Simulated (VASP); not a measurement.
```
ZnTe
1.0
    0.00000     3.11978     3.11978
    3.11978     0.00000     3.11978
    3.11978     3.11978     0.00000
Zn Te
1 1
Cartesian
  3.11978   3.11978   3.11978
  1.55989   1.55989   1.55989
```

Level of theory: PBE GGA, VASP's PBE PAW potentials (set 64) (plane waves; VASP). Run with 300 eV cut-off, 9×9×9 Γ-centred mesh, Gaussian smearing of 0.010 eV, potentials Zn Te.

Unless said otherwise, spin-orbit coupling is left out, though it shifts the bands of the heavy elements here.

Task: Give the energies of bands 2 to 12 at the high-symmetry points, in eV from the valence-band maximum.

Result: 
```json
[
 {"band": "2", "Γ": "-6.67", "X": "-6.59", "U": "-6.60", "L": "-6.62", "W": "-6.59"},
 {"band": "3", "Γ": "-6.67", "X": "-6.54", "U": "-6.56", "L": "-6.62", "W": "-6.57"},
 {"band": "4", "Γ": "-6.67", "X": "-6.54", "U": "-6.51", "L": "-6.46", "W": "-6.49"},
 {"band": "5", "Γ": "-6.47", "X": "-6.45", "U": "-6.46", "L": "-6.46", "W": "-6.48"},
 {"band": "6", "Γ": "-6.47", "X": "-6.29", "U": "-6.25", "L": "-6.34", "W": "-6.23"},
 {"band": "7", "Γ": "0.00", "X": "-4.67", "U": "-4.56", "L": "-4.77", "W": "-4.54"},
 {"band": "8", "Γ": "0.00", "X": "-1.94", "U": "-2.75", "L": "-0.80", "W": "-2.54"},
 {"band": "9", "Γ": "0.00", "X": "-1.94", "U": "-1.61", "L": "-0.80", "W": "-2.31"},
 {"band": "10", "Γ": "0.94", "X": "2.31", "U": "2.72", "L": "1.69", "W": "4.27"},
 {"band": "11", "Γ": "4.45", "X": "2.56", "U": "4.65", "L": "5.09", "W": "4.87"},
 {"band": "12", "Γ": "4.45", "X": "9.40", "U": "7.52", "L": "5.09", "W": "5.70"}
]
```

The gap is direct, 0.94 eV, from the valence maximum at Γ to the conduction minimum at Γ.

The structure comes from a computed database's ZnTe entry; how it stands against other phases isn't given here. The cell was not relaxed at this level.
